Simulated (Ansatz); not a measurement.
## Polymorphs of Al3GaN4

Computed with DFT r2SCAN, scalar-relativistic, plane waves, PAW (Ansatz). Settings: cutoff 500 eV, Γ-centred meshes no coarser than 0.19 Å⁻¹ for metals and 0.3 Å⁻¹ for insulators (2π included), Gaussian smearing.

Temperature and zero-point effects are left out. Larger cells and other orderings weren't all tried, so the list isn't exhaustive. No run is spin-polarised.

```csv
#,started from,space group,atoms,V (Å³/atom),ΔE (meV/atom),gap on mesh (eV)
1,database cell,Pm (No. 6),8,10.6,0,4.15
2,database cell,P-43m (No. 215),8,10.7,16,4.01
```

The lowest structure: Space group Pm (No. 6), monoclinic, a = 5.038 Å, b = 3.125 Å, c = 5.410 Å, β = 90.0°. Al on Wyckoff site b (1 atom of the primitive cell) is coordinated by 4 N at 1.88–1.90 Å; Al on Wyckoff site b (1 atom of the primitive cell) is coordinated by 4 N at 1.89–1.90 Å; Al on Wyckoff site a (1 atom of the primitive cell) has 4 N at 1.89–1.90 Å; around Ga lie 4 N at 1.93–1.96 Å; around N on Wyckoff site a (1 atom of the primitive cell) lie 3 Al at 1.89 Å and 1 Ga at 1.96 Å. Its energy against the elements is -1.382 eV/atom. Energies over the elements count from the lowest elemental structures computed at the same level (N₂ as a molecule), with no empirical corrections.

Space group Pm (No. 6). a = 5.038 Å, b = 3.125 Å, c = 5.410 Å, α = 90.00°, β = 90.03°, γ = 90.00°
```json
{"atom": "Al", "site": "1b", "symmetry": "m", "x": "0.5002", "y": "0.5000", "z": "0.1673"}
{"atom": "Al", "site": "1b", "symmetry": "m", "x": "0.0007", "y": "0.5000", "z": "0.8349"}
{"atom": "Al", "site": "1a", "symmetry": "m", "x": "0.0010", "y": "0.0000", "z": "0.3316"}
{"atom": "Ga", "site": "1a", "symmetry": "m", "x": "0.4995", "y": "0.0000", "z": "0.6662"}
{"atom": "N", "site": "1a", "symmetry": "m", "x": "0.1107", "y": "0.0000", "z": "0.6663"}
{"atom": "N", "site": "1b", "symmetry": "m", "x": "0.1227", "y": "0.5000", "z": "0.1671"}
{"atom": "N", "site": "1b", "symmetry": "m", "x": "0.6254", "y": "0.5000", "z": "0.8407"}
{"atom": "N", "site": "1a", "symmetry": "m", "x": "0.6234", "y": "0.0000", "z": "0.3259"}
```

The second: Space group P-43m (No. 215), cubic, a = 4.401 Å. Al is coordinated by 4 N at 1.89 Å; Ga has 4 N at 1.95 Å; around N lie 3 Al at 1.89 Å and 1 Ga at 1.95 Å.